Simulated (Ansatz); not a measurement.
# W (Im-3m) in Ansatz: reference runs

Reference runs on W: the cell as given and a disturbed copy.

Everything below comes from runs of Ansatz 0.2.0. Logs are shortened: lines on timing, memory, paths and dates and some standing lists are left out, and cuts for length are marked.

## Step 1: The structure

The structure is cubic, space group Im-3m (No. 229). The conventional cell has a = 3.165 Å, b = 3.165 Å, c = 3.165 Å, α = 90.00°, β = 90.00°, γ = 90.00°. W (site symmetry m-3m) is surrounded by 8 W at 2.74 Å.

## Step 2: Single point, PBEsol

Input file input.yaml:

```yaml
crystal:
  lattice:
    - [-1.582345, 1.582345, 1.582345]
    - [1.582345, -1.582345, 1.582345]
    - [1.582345, 1.582345, -1.582345]
  atoms:
    - { symbol: W, position: [0.0, 0.0, 0.0] }
hamiltonian:
  xc: pbesol
  pseudopotentials: { kind: paw }
kpoints:
  mp_grid: { grid: [12, 12, 12] }
scf:
  occupations: { method: fermi_dirac, width: 0.05 }
output:
  forces: true
  stress: true
  eigenvalues: true
  write_density: true
  write_potential: true
  elf: true
  volumetric_format: npy
```

Potentials or basis: Ansatz PAW.

Launch:

```
ansatz run input.yaml --threads 2 --pin off --max-ram 5632MiB --backend cpu --events-out ev --progress --plain --runs-dir out
```

Standard output:

```text
Warning: RAYON_NUM_THREADS=2 ignored (pool sized by the plan → 2); use --threads N
Engine: ansatz 0.2.0, aarch64-unknown-linux-gnu
Pseudopotentials: kind: paw
Pseudopotential: W, paw, valence charge 14, recommended cutoff 420 eV (normal), W.paw.azcp
Functional definition: PBEsol
  exchange = pbesol_x
  correlation = pbesol_c
Crystal: 1 atoms, lattice volume = 15.848 Å³
Basis set: ecut = 420 eV, 321 PW (Γ), exchange–correlation on 40×40×40 points (8 copies of the dense FFT grid, shifted against one another)
Bands: 11, of which v1, the nominal top of the filled ones, is band 7 counted from 1 (6 counted from 0)
Symmetry: 48 space group operations
Space group: Im-3m (ITA 229), of the structure as read, at distance tolerance 2.5e-5 Å
k-points: 72 of 1728
Non-local potential: W, projectors of the file, l = 0: 3, l = 1: 2, l = 2: 2, l = 3: 1
PAW form: soft (Blöchl's): semilocal exchange-correlation on the pseudo side does not see the compensation charge
PAW frozen core: W, regenerated for the run's functional, and the local potential with it (the file was generated under x = pbe(κ = 0.804, μ = 0.2195149727645171), c = pbe(β = 0.06672455060314922))
PAW one-centre angular grid: W, 590 points (default); XC on 64 Gauss nodes
Initial density: superposition of atomic densities (neutral atoms: chi_scale 0, normalization atom), corrected by the library's trained network
Initial wavefunctions: pseudopotential atomic-orbital guess
Functional: x = pbesol(κ = 0.804, μ = 0.12345679012345678), c = pbesol(β = 0.046)
SCF iter   1: F=—  HF=-10256.566395 eV  |F-HF|=—  |Δ(HF+E_count)|=         —  Δρ=1.83e-3  dr2=8.81e-5  ethr=1.77e-3  ⟨swp⟩=5.0  Hψ=4222  notcnv=0
preconditioner: auto → none  [metal: Δε(μ)=0.035 eV  Ē_g=9.061 eV  σ=0.050 eV  W_gap=0.17  n_scr=0 (ndim 8)  ℏωp=22.8 eV  f_vac=0.000  D(μ)=0.65/eV (n_scr^D=0)]
SCF iter   2: F=—  HF=-10256.566228 eV  |F-HF|=—  |Δ(HF+E_count)|=   1.67e-4  Δρ=9.80e-4  dr2=3.01e-5  ethr=6.29e-7  ⟨swp⟩=2.2  Hψ=1834  notcnv=0
SCF iter   3: F=—  HF=-10256.566263 eV  |F-HF|=—  |Δ(HF+E_count)|=   3.47e-5  Δρ=2.55e-4  dr2=5.22e-6  ethr=2.15e-7  ⟨swp⟩=2.0  Hψ=1171  notcnv=0
SCF iter   4: F=—  HF=-10256.566262 eV  |F-HF|=—  |Δ(HF+E_count)|=   3.15e-7  Δρ=7.38e-5  dr2=6.97e-7  ethr=3.73e-8  ⟨swp⟩=2.5  Hψ=1061  notcnv=0
iter 5 did not close the SCF: its close was put off for the readings that it lacked (scf_convergence_deferred on its scf_iter line)
SCF iter   5: F=-10256.566262 eV  HF=-10256.566262 eV  |F-HF|=8.34e-8  |Δ(HF+E_count)|=   2.81e-7  Δρ=2.94e-5  dr2=9.91e-8  ethr=4.98e-9  ⟨swp⟩=2.9  Hψ=1252  notcnv=0
SCF iter   6: F=-10256.566262 eV  HF=-10256.566262 eV  |F-HF|=9.09e-12  |Δ(HF+E_count)|=   4.69e-8  Δρ=6.15e-7  dr2=1.30e-11  ethr=7.08e-10  ⟨swp⟩=5.9  Hψ=4326  notcnv=0
SCF 1 converged in 6 iterations: F = -10256.566262 eV  dr2 = 1.30e-11
SCF converged after 6 iterations
Free energy (F): -10256.566262 eV
Harris-Foulkes:  -10256.566262 eV  (|F-HF|=9.09e-12)
Internal energy: -10256.561248 eV  (E = F + TS)
E sigma→0 (E₀):  -10256.563755 eV
Entropy (-TS):   -0.005014 eV (-5.014 meV/atom)
Fermi energy:    22.372305 eV
--- Per-component energies (eV) ---
  E_band       = -83.503528
  E_kinetic    = 450.223294
  E_local      = -600.905551  (includes V_loc(G=0)·N_el)
  E_nonlocal   = 2.950644
  E_hartree    = 214.998683
  E_xc         = -265.255178
  E_vxc        = -238.676182  (∫ρ·V_xc dr)
  E_paw        = -8436.026194  (= ΣΔE_a)
  E_vpaw       = -127.093053  (= ΣTr[D̂ρ^β])
  E_aug_tail   = -0.000061  (compensation charges beyond the density's cutoff)
  E_ewald      = -1622.768677
  E_core_change = 0.221792  (= ΣΔE_core)
  E_smearing   = -0.005014  (= −TS)
  E_closure    = 0.000000  (closes the sum)
  Σ components = -10256.566262   (vs F -10256.566262, Δ=0.00e0)
--- Forces (eV/Å), atoms counted from 1 ---
  atom   1  W     -0.00000000    -0.00000000     0.00000000
  max |Σ_I F_I| component: 8.63e-32 eV/Å
--- Stress (GPa, compression-positive) ---
       -3.013144       0.000000      -0.000000
        0.000000      -3.013144      -0.000000
       -0.000000      -0.000000      -3.013144
  P = ⅓ Tr σ = -3.0131 GPa (-30.131 kbar)
--- Band table (eV; the first three rows and the last of 72) ---
  k-point 0: bands = ["-51.6277", "-15.2172", "-15.2172", "-15.2172", "12.8125", "21.2118", "21.2118", "21.2118", "24.6792", "24.6792", "36.9789"]
  k-point 1: bands = ["-51.6187", "-15.3111", "-15.2465", "-15.2177", "13.1469", "21.0117", "21.1611", "21.5376", "24.3793", "24.6844", "37.2530"]
  k-point 2: bands = ["-51.5940", "-15.5620", "-15.3257", "-15.2190", "14.0607", "20.5085", "20.9098", "22.4905", "23.9863", "24.7314", "37.7132"]
  k-point 71: bands = ["-51.3912", "-16.1255", "-16.1255", "-16.1255", "16.5989", "16.5989", "27.6257", "27.6257", "27.6257", "30.7064", "30.7064"]
```

Run time: 0.63 s. Hardware: 2 threads of Arm Neoverse V2, shared host; peak memory 0.26 GiB.

Results:

| Item | Value |
| --- | --- |
| Free energy | -10256.5663 eV |
| Pressure | -3.0 GPa |
| Band gap on the k mesh | none (metal or under the smearing width) |

Levels at points of the mesh, in eV from the Fermi level:
```csv
k point,band 3,band 4,band 5,band 6,band 7,band 8,band 9,band 10,band 11
"(0.00, 0.00, 0.00)",-37.59,-37.59,-9.56,-1.16,-1.16,-1.16,2.31,2.31,14.61
"(0.00, 0.00, -0.50)",-38.01,-37.60,-6.20,-3.50,0.79,2.21,3.19,6.25,11.15
"(-0.50, -0.50, -0.50)",-38.50,-38.50,-5.77,-5.77,5.25,5.25,5.25,8.33,8.33
```

Caveat: the PAW data sets come from PBE, with cores solved anew for the run's functional, which leaves a small shift of forces and pressure. The run has no spin-orbit coupling, so splittings on W are missing.

## Step 3: Single point, PBEsol (cell strained at random at fixed volume)

Edit input.yaml of step 2 so:

```diff
@@ -2,7 +2,7 @@
   lattice:
-    - [-1.582345, 1.582345, 1.582345]
-    - [1.582345, -1.582345, 1.582345]
-    - [1.582345, 1.582345, -1.582345]
+    - [-1.544801, 1.615076, 1.631025]
+    - [1.571146, -1.545247, 1.587541]
+    - [1.545696, 1.546143, -1.561196]
   atoms:
-    - { symbol: W, position: [0.0, 0.0, 0.0] }
+    - { symbol: W, position: [0.010931, 0.007703, 0.022973] }
 hamiltonian:
```

Potentials or basis: Ansatz PAW.

Launch:

```
ansatz run input.yaml --threads 2 --pin off --max-ram 5632MiB --backend cpu --events-out ev --progress --plain --runs-dir out
```

Wall time 4.5 s (2 threads of Arm Neoverse V2, shared host); peak memory 0.43 GiB.

It converged, with:

- Free energy: -10256.5439 eV
- Pressure: -2.8 GPa
- Band gap on the k mesh: none (metal or under the smearing width)

Stress tensor (GPa, compression positive):
```
 2.82  0.60 -2.02
 0.60 -2.91 -5.93
-2.02 -5.93 -8.29
```

Levels at points of the mesh, in eV from the Fermi level:
```tsv
k point	band 5	band 6	band 7	band 8	band 9	band 10
(0.00, 0.00, 0.00)	-9.60	-1.56	-1.41	-0.67	2.09	2.53
(0.00, 0.00, -0.50)	-6.23	-3.75	0.89	2.46	3.31	6.17
(0.00, -0.50, 0.00)	-6.25	-3.57	0.62	2.21	3.35	6.03
(0.00, -0.50, -0.50)	-6.21	-3.21	1.01	1.61	2.66	6.48
(-0.50, 0.00, 0.00)	-6.29	-3.45	0.28	2.19	3.40	5.87
(-0.50, 0.00, -0.50)	-6.23	-3.48	0.89	1.98	3.09	6.26
(-0.50, -0.50, 0.00)	-6.24	-3.77	0.89	2.48	3.33	6.24
(-0.50, -0.50, -0.50)	-5.84	-5.78	4.66	5.26	5.72	7.75
```

Caveat: the PAW data sets come from PBE, with cores solved anew for the run's functional, which leaves a small shift of forces and pressure. The run has no spin-orbit coupling, so splittings on W are missing.
